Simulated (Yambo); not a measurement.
# GaP (F-43m) in Yambo: notebook

The runs below take GaP through optical spectrum, with PBEsol.

Program: Yambo 5.3.0. These are calculated values, not measurements. Logs are shortened: lines on timing, memory, paths and dates and some standing lists are left out, and cuts for length are marked.

**What was measured.**

From “Stacking defects in GaP nanowires: Electronic structure and optical properties”, 2018, arxiv:1810.01194, for a bulk crystal of GaP at 10 K: band gap 2.34 eV (indirect).

How close the calculation comes is told below.

### 1 Starting point

The structure is cubic, space group F-43m (No. 216). Conventional cell: a = 5.451 Å, b = 5.451 Å, c = 5.451 Å, α = 90.00°, β = 90.00°, γ = 90.00°. Ga (site symmetry -43m) is surrounded by 4 P at 2.36 Å. Around P (site symmetry -43m) lie 4 Ga at 2.36 Å.

### 2 Optical spectrum, PBEsol

optics2.in

```
optics
chi
tddft
Chimod= "ALDA"
% BndsRnXd
 1 | 24 |
%
NGsBlkXd= 4 Ry
% LongDrXd
 0 | 1 | 0 |
%
% QpntsRXd
 1 | 1 |
%
% EnRngeXd
 0 | 30 | eV
%
% DmRngeXd
 0.2 | 0.2 | eV
%
ETStpsXd= 300
FxcGRLc= 4 Ry
VXCRLvcs= 4 Ry
```

scf.in

```
&CONTROL
  calculation = 'scf'
  prefix = 'pwscf'
  outdir = './tmp'
  pseudo_dir = './pseudo'
/
&SYSTEM
  ibrav = 0
  nat = 2
  ntyp = 2
  ecutwfc = 80
  nbnd = 15
  occupations = 'smearing'
  smearing = 'fd'
  degauss = 0.00367493
  force_symmorphic = .true.
/
&ELECTRONS
  conv_thr = 4d-10
  electron_maxstep = 120
  mixing_beta = 0.5
/
ATOMIC_SPECIES
Ga    69.7230 Ga.upf
P     30.9738 P.upf
CELL_PARAMETERS angstrom
   0.0000000000    2.7252500000    2.7252500000
   2.7252500000    0.0000000000    2.7252500000
   2.7252500000    2.7252500000    0.0000000000
ATOMIC_POSITIONS angstrom
Ga     0.0000000000    0.0000000000    0.0000000000
P      4.0878750000    4.0878750000    4.0878750000
K_POINTS automatic
14 14 14 0 0 0
```

nscf.in

```
&CONTROL
  calculation = 'nscf'
  prefix = 'pwscf'
  outdir = './tmp'
  pseudo_dir = './pseudo'
/
&SYSTEM
  ibrav = 0
  nat = 2
  ntyp = 2
  ecutwfc = 80
  nbnd = 34
  occupations = 'fixed'
  force_symmorphic = .true.
/
&ELECTRONS
  conv_thr = 1d-08
  diago_full_acc = .true.
  diago_thr_init = 1d-06
/
ATOMIC_SPECIES
Ga    69.7230 Ga.upf
P     30.9738 P.upf
CELL_PARAMETERS angstrom
   0.0000000000    2.7252500000    2.7252500000
   2.7252500000    0.0000000000    2.7252500000
   2.7252500000    2.7252500000    0.0000000000
ATOMIC_POSITIONS angstrom
Ga     0.0000000000    0.0000000000    0.0000000000
P      4.0878750000    4.0878750000    4.0878750000
K_POINTS automatic
14 14 14 0 0 0
```

Potentials or basis: PseudoDojo 0.4.1 SR PBEsol standard.

Launch:

```
OMP_NUM_THREADS=1 pw.x -in scf.in > scf.out
OMP_NUM_THREADS=1 pw.x -in nscf.in > nscf.out
cd tmp/pwscf.save; p2y; mv SAVE ../..; cd ../..
OMP_NUM_THREADS=1 yambo
OMP_NUM_THREADS=1 yambo -F optics2.in -J optics2 -C optics2_out
```

Yambo's report:

```text
[... sections 02.01 to 02.04 as in the set-up run ...]

  [02.05] Energies & Occupations
  ==============================

  [X] === General ===
  [X] Electronic Temperature                        :  0.000000  0.000000 [eV K]
  [X] Bosonic    Temperature                        :  0.000000  0.000000 [eV K]
  [X] Finite Temperature mode                       : no
  [X] El. density                                   :  0.44466E+24 [cm-3]
  [X] Fermi Level                                   :  7.519326 [eV]

  [X] === Gaps and Widths ===
  [X] Conduction Band Min                           :  1.469539 [eV]
  [X] Valence Band Max                              :  0.000000 [eV]
  [X] Filled Bands                                  :   9
  [X] Empty Bands                                   :   10   34
  [X] Direct Gap                                    :  1.736288 [eV]
  [X] Direct Gap localized at k                     :  1
  [X] Indirect Gap                                  :  1.469539 [eV]
  [X] Indirect Gap between kpts                     :    1   54
  [X] Last valence band width                       :  3.440833 [eV]
  [X] 1st conduction band width                     :  2.836863 [eV]

 [03] Transferred momenta grid and indexing
 ==========================================

 IBZ Q-points                                      :  104
 BZ  Q-points                                      :  2744

 K/Q-points units:
 rlu = crystal or reduced units; cc = cartesian coordinates; iku = interal k-units

 Q [  1]        [rlu]:  0.000000  0.000000  0.000000
 Q [  2]        [rlu]:  0.34031E-17  0.34031E-17  0.71429E-01
 Q [  3]        [rlu]: -0.45686E-17 -0.45686E-17  0.14286
 Q [  4]        [rlu]:  0.39520E-17  0.39520E-17  0.21429
 Q [  5]        [rlu]: -0.91373E-17 -0.91373E-17  0.28571
 Q [  6]        [rlu]: -0.94886E-17 -0.94886E-17  0.35714
[... 42 lines left out ...]
 Q [ 49]        [rlu]:  0.25214E-16  0.35714      0.35714
 Q [ 50]        [rlu]:  0.29337E-16  0.35714      0.42857

 Remaining 54 points informations can be written running with -fatlog

 [WARNING] [Xd] User bands 1-24 break level degeneracy

 [04] Dipoles
 ============

  [04.01] Setup: observables and procedures
  =========================================

  [WF-Oscillators/G space/Transverse up loader] Normalization (few states)  min/max  :  0.21684E-17   1.0000

  [WR./optics2//ndb.dipoles]------------------------------------------------------
   Brillouin Zone Q/K grids (IBZ/BZ)                :   104  2744   104  2744
   RL vectors                                       :   4279 [WF]
   Fragmentation                                    : yes
   Electronic Temperature                           :  0.000000 [K]
   Bosonic    Temperature                           :  0.000000 [K]
   DIP band range                                   :   1  24
   DIP band range limits                            :   9  10
   DIP e/h energy range                             : -1.000000 -1.000000 [eV]
   RL vectors in the sum                            :   4279
   [r,Vnl] included                                 : yes
   Bands ordered                                    : yes
   Direct v evaluation                              : no
   Approach used                                    : G-space v
   Dipoles computed                                 : R V P [G-space]
   Wavefunctions                                    : Perdew, Burke & Ernzerhof SOL(X)+Perdew, Burke & Ernzerhof SOL(C)

  [WARNING] [r,Vnl^pseudo] included in position and velocity dipoles.

  [WARNING] In case H contains other non local terms, these are neglected

 [05] Optics
 ===========

 [xc] Functional : Perdew, Burke & Ernzerhof SOL(X)+Perdew, Burke & Ernzerhof SOL(C)
 [xc] LIBXC used to calculate xc functional
  PP Number of Atomic Species                      :  2
  NLCC RL compoments                               :  26469
 [X-CG] R(p) Tot o/o(of R):    11693   370440      100
```

Wall time 3.2 min (1 thread of Arm Neoverse V2, shared host); peak memory 0.83 GiB.

Results:

```yaml
Band_gap_on_the_k_mesh_mean-field_level: 1.47 eV, indirect (least direct gap 1.74 eV)
Absorption_peak: 4.31 eV
Electronic_dielectric_constant_along_the_field: 10.79
Electronic_dielectric_constant_along_the_field_independent_particles: 11.28
Peak_of_the_energy-loss_function: 15.9 eV
```

Dielectric function (along the field direction of the input):
```csv
energy (eV),real part,imaginary part
0.30,10.85,0.48
0.90,11.35,0.58
1.61,12.93,1.17
2.31,15.83,3.58
3.01,14.66,10.29
3.61,13.20,13.16
4.31,6.33,21.28
5.02,-6.45,15.44
5.72,-3.74,9.06
6.32,-4.48,8.71
7.02,-4.11,4.18
7.73,-3.13,3.14
8.43,-2.43,2.41
9.03,-2.19,2.15
9.73,-1.75,1.78
10.43,-1.50,1.35
11.14,-1.24,1.06
11.74,-1.01,0.82
12.44,-0.78,0.69
13.14,-0.58,0.58
13.85,-0.38,0.46
14.45,-0.25,0.42
15.15,-0.13,0.36
15.85,0.03,0.30
16.56,0.17,0.31
17.16,0.23,0.38
17.86,0.25,0.31
18.56,0.34,0.34
19.26,0.31,0.33
19.97,0.36,0.29
```

Energy-loss function:
```csv
energy (eV),loss
0.0,0.004
1.3,0.005
2.6,0.021
3.9,0.040
5.2,0.071
6.5,0.085
7.8,0.167
9.1,0.234
10.4,0.331
11.7,0.486
13.0,0.838
14.3,1.674
15.7,3.184
17.0,1.967
18.3,1.563
19.6,1.496
20.9,1.243
22.2,0.797
23.5,0.612
24.8,0.527
26.1,0.394
27.4,0.342
28.7,0.353
30.0,0.283
```

Caveat: the LDA kernel is used on GGA states, which is inconsistent by a few percent; these spectra lack excitons.

### 3 Optical spectrum, PBEsol

optics3.in

```
optics
chi
Chimod= "IP"
% BndsRnXd
 1 | 24 |
%
% LongDrXd
 1 | 1 | 1 |
%
% QpntsRXd
 1 | 1 |
%
% EnRngeXd
 0 | 20 | eV
%
% DmRngeXd
 0.3 | 0.3 | eV
%
ETStpsXd= 300
```

scf.in is that of step 2.

nscf.in is that of step 2.

Potentials or basis: PseudoDojo 0.4.1 SR PBEsol standard.

Launch:

```
OMP_NUM_THREADS=1 pw.x -in scf.in > scf.out
OMP_NUM_THREADS=1 pw.x -in nscf.in > nscf.out
cd tmp/pwscf.save; p2y; mv SAVE ../..; cd ../..
OMP_NUM_THREADS=1 yambo
OMP_NUM_THREADS=1 yambo -F optics3.in -J optics3 -C optics3_out
```

Yambo's report:

```text
[... sections 02.01 to 02.04 as in the set-up run ...]

  [02.05] Energies & Occupations
  ==============================

  [X] === General ===
  [X] Electronic Temperature                        :  0.000000  0.000000 [eV K]
  [X] Bosonic    Temperature                        :  0.000000  0.000000 [eV K]
  [X] Finite Temperature mode                       : no
  [X] El. density                                   :  0.44466E+24 [cm-3]
  [X] Fermi Level                                   :  7.519326 [eV]

  [X] === Gaps and Widths ===
  [X] Conduction Band Min                           :  1.469539 [eV]
  [X] Valence Band Max                              :  0.000000 [eV]
  [X] Filled Bands                                  :   9
  [X] Empty Bands                                   :   10   34
  [X] Direct Gap                                    :  1.736288 [eV]
  [X] Direct Gap localized at k                     :  1
  [X] Indirect Gap                                  :  1.469539 [eV]
  [X] Indirect Gap between kpts                     :    1   54
  [X] Last valence band width                       :  3.440833 [eV]
  [X] 1st conduction band width                     :  2.836863 [eV]

 [03] Transferred momenta grid and indexing
 ==========================================

 IBZ Q-points                                      :  104
 BZ  Q-points                                      :  2744

 K/Q-points units:
 rlu = crystal or reduced units; cc = cartesian coordinates; iku = interal k-units

 Q [  1]        [rlu]:  0.000000  0.000000  0.000000
 Q [  2]        [rlu]:  0.34031E-17  0.34031E-17  0.71429E-01
 Q [  3]        [rlu]: -0.45686E-17 -0.45686E-17  0.14286
 Q [  4]        [rlu]:  0.39520E-17  0.39520E-17  0.21429
 Q [  5]        [rlu]: -0.91373E-17 -0.91373E-17  0.28571
 Q [  6]        [rlu]: -0.94886E-17 -0.94886E-17  0.35714
[... 42 lines left out ...]
 Q [ 49]        [rlu]:  0.25214E-16  0.35714      0.35714
 Q [ 50]        [rlu]:  0.29337E-16  0.35714      0.42857

 Remaining 54 points informations can be written running with -fatlog

 [WARNING] [Xd] User bands 1-24 break level degeneracy

 [04] Dipoles
 ============

  [04.01] Setup: observables and procedures
  =========================================

  [WF-Oscillators/G space/Transverse up loader] Normalization (few states)  min/max  :  0.21684E-17   1.0000

  [WR./optics3//ndb.dipoles]------------------------------------------------------
   Brillouin Zone Q/K grids (IBZ/BZ)                :   104  2744   104  2744
   RL vectors                                       :   4279 [WF]
   Fragmentation                                    : yes
   Electronic Temperature                           :  0.000000 [K]
   Bosonic    Temperature                           :  0.000000 [K]
   DIP band range                                   :   1  24
   DIP band range limits                            :   9  10
   DIP e/h energy range                             : -1.000000 -1.000000 [eV]
   RL vectors in the sum                            :   4279
   [r,Vnl] included                                 : yes
   Bands ordered                                    : yes
   Direct v evaluation                              : no
   Approach used                                    : G-space v
   Dipoles computed                                 : R V P [G-space]
   Wavefunctions                                    : Perdew, Burke & Ernzerhof SOL(X)+Perdew, Burke & Ernzerhof SOL(C)

  [WARNING] [r,Vnl^pseudo] included in position and velocity dipoles.

  [WARNING] In case H contains other non local terms, these are neglected

 [05] Optics
 ===========

 [X-CG] R(p) Tot o/o(of R):    11693   370440      100
```

It took 2.8 min on 1 thread of Arm Neoverse V2, shared host; peak memory 0.3 GiB.

Results:

```yaml
Band_gap_on_the_k_mesh_mean-field_level: 1.47 eV, indirect (least direct gap 1.74 eV)
Absorption_peak: 4.35 eV
Electronic_dielectric_constant_along_the_field: 11.25
```

Dielectric function (along the field direction of the input):
| energy (eV) | real part | imaginary part |
| --- | --- | --- |
| 0.27 | 11.29 | 0.75 |
| 1.27 | 12.43 | 1.13 |
| 2.34 | 16.03 | 4.35 |
| 3.34 | 14.28 | 11.82 |
| 4.41 | 4.15 | 21.02 |
| 5.42 | -4.07 | 11.29 |
| 6.49 | -5.80 | 7.35 |
| 7.49 | -3.77 | 3.86 |
| 8.56 | -2.66 | 2.67 |
| 9.57 | -2.16 | 1.88 |
| 10.64 | -1.64 | 1.26 |
| 11.64 | -1.18 | 0.83 |
| 12.71 | -0.79 | 0.62 |
| 13.71 | -0.50 | 0.45 |
| 14.78 | -0.24 | 0.36 |
| 15.79 | -0.01 | 0.28 |
| 16.86 | 0.17 | 0.32 |
| 17.86 | 0.24 | 0.29 |
| 18.93 | 0.33 | 0.36 |
| 20.00 | 0.34 | 0.31 |

Caveat: independent-particle spectra lack excitons.

### 4 Optical spectrum, PBEsol

optics4.in

```
optics
chi
Chimod= "HARTREE"
% BndsRnXd
 1 | 24 |
%
NGsBlkXd= 1 Ry
% LongDrXd
 1 | 1 | 0 |
%
% QpntsRXd
 1 | 1 |
%
% EnRngeXd
 0 | 30 | eV
%
% DmRngeXd
 0.3 | 0.3 | eV
%
ETStpsXd= 150
```

scf.in is that of step 3.

nscf.in is that of step 3.

Potentials or basis: PseudoDojo 0.4.1 SR PBEsol standard.

Launch:

```
OMP_NUM_THREADS=1 pw.x -in scf.in > scf.out
OMP_NUM_THREADS=1 pw.x -in nscf.in > nscf.out
cd tmp/pwscf.save; p2y; mv SAVE ../..; cd ../..
OMP_NUM_THREADS=1 yambo
OMP_NUM_THREADS=1 yambo -F optics4.in -J optics4 -C optics4_out
```

Yambo's report:

```text
[... sections 02.01 to 02.04 as in the set-up run ...]

  [02.05] Energies & Occupations
  ==============================

  [X] === General ===
  [X] Electronic Temperature                        :  0.000000  0.000000 [eV K]
  [X] Bosonic    Temperature                        :  0.000000  0.000000 [eV K]
  [X] Finite Temperature mode                       : no
  [X] El. density                                   :  0.44466E+24 [cm-3]
  [X] Fermi Level                                   :  7.519326 [eV]

  [X] === Gaps and Widths ===
  [X] Conduction Band Min                           :  1.469539 [eV]
  [X] Valence Band Max                              :  0.000000 [eV]
  [X] Filled Bands                                  :   9
  [X] Empty Bands                                   :   10   34
  [X] Direct Gap                                    :  1.736288 [eV]
  [X] Direct Gap localized at k                     :  1
  [X] Indirect Gap                                  :  1.469539 [eV]
  [X] Indirect Gap between kpts                     :    1   54
  [X] Last valence band width                       :  3.440833 [eV]
  [X] 1st conduction band width                     :  2.836863 [eV]

 [03] Transferred momenta grid and indexing
 ==========================================

 IBZ Q-points                                      :  104
 BZ  Q-points                                      :  2744

 K/Q-points units:
 rlu = crystal or reduced units; cc = cartesian coordinates; iku = interal k-units

 Q [  1]        [rlu]:  0.000000  0.000000  0.000000
 Q [  2]        [rlu]:  0.34031E-17  0.34031E-17  0.71429E-01
 Q [  3]        [rlu]: -0.45686E-17 -0.45686E-17  0.14286
 Q [  4]        [rlu]:  0.39520E-17  0.39520E-17  0.21429
 Q [  5]        [rlu]: -0.91373E-17 -0.91373E-17  0.28571
 Q [  6]        [rlu]: -0.94886E-17 -0.94886E-17  0.35714
[... 42 lines left out ...]
 Q [ 49]        [rlu]:  0.25214E-16  0.35714      0.35714
 Q [ 50]        [rlu]:  0.29337E-16  0.35714      0.42857

 Remaining 54 points informations can be written running with -fatlog

 [WARNING] [Xd] User bands 1-24 break level degeneracy

 [04] Dipoles
 ============

  [04.01] Setup: observables and procedures
  =========================================

  [WF-Oscillators/G space/Transverse up loader] Normalization (few states)  min/max  :  0.21684E-17   1.0000

  [WR./optics4//ndb.dipoles]------------------------------------------------------
   Brillouin Zone Q/K grids (IBZ/BZ)                :   104  2744   104  2744
   RL vectors                                       :   4279 [WF]
   Fragmentation                                    : yes
   Electronic Temperature                           :  0.000000 [K]
   Bosonic    Temperature                           :  0.000000 [K]
   DIP band range                                   :   1  24
   DIP band range limits                            :   9  10
   DIP e/h energy range                             : -1.000000 -1.000000 [eV]
   RL vectors in the sum                            :   4279
   [r,Vnl] included                                 : yes
   Bands ordered                                    : yes
   Direct v evaluation                              : no
   Approach used                                    : G-space v
   Dipoles computed                                 : R V P [G-space]
   Wavefunctions                                    : Perdew, Burke & Ernzerhof SOL(X)+Perdew, Burke & Ernzerhof SOL(C)

  [WARNING] [r,Vnl^pseudo] included in position and velocity dipoles.

  [WARNING] In case H contains other non local terms, these are neglected

 [05] Optics
 ===========

 [X-CG] R(p) Tot o/o(of R):    11693   370440      100
```

It took 2.8 min on 1 thread of Arm Neoverse V2, shared host; peak memory 0.81 GiB.

What came out:

* Band gap on the k mesh, mean-field level: 1.47 eV, indirect (least direct gap 1.74 eV)
* Absorption peak: 4.43 eV
* Electronic dielectric constant along the field: 10.52
* Electronic dielectric constant along the field, independent particles: 11.25
* Peak of the energy-loss function: 15.7 eV

Dielectric function (along the field direction of the input):
```csv
energy (eV),real part,imaginary part
0.40,10.62,0.72
0.81,10.93,0.81
1.21,11.53,1.03
1.81,13.03,1.95
2.21,14.60,3.55
2.82,14.42,8.96
3.22,12.83,10.99
3.83,10.59,14.74
4.23,6.76,17.61
4.83,-1.74,16.19
5.23,-4.20,10.94
5.84,-3.18,8.23
6.24,-3.33,7.87
6.85,-4.09,4.84
7.25,-3.32,3.96
7.85,-2.68,3.07
8.26,-2.33,2.64
8.86,-1.93,2.34
9.26,-1.76,2.00
9.87,-1.52,1.75
10.27,-1.40,1.52
10.87,-1.20,1.28
11.28,-1.06,1.12
11.88,-0.84,0.89
12.28,-0.73,0.81
12.89,-0.55,0.69
13.29,-0.45,0.62
13.89,-0.30,0.53
14.30,-0.22,0.49
14.90,-0.10,0.45
15.30,-0.04,0.40
15.91,0.08,0.35
16.31,0.16,0.35
16.91,0.26,0.37
17.32,0.27,0.40
17.92,0.30,0.36
18.32,0.36,0.36
18.93,0.36,0.40
19.33,0.34,0.37
19.93,0.38,0.33
```

Energy-loss function:
```csv
energy (eV),loss
0.0,0.006
1.2,0.008
2.6,0.025
3.8,0.045
5.2,0.080
6.4,0.103
7.9,0.185
9.1,0.263
10.5,0.380
11.7,0.534
13.1,0.961
14.3,1.694
15.7,2.737
16.9,1.804
18.3,1.399
19.5,1.407
20.9,1.182
22.1,0.825
23.6,0.637
24.8,0.561
26.2,0.444
27.4,0.413
28.8,0.417
30.0,0.345
```

Caveat: these spectra lack excitons.

[end of part 1 of 2]
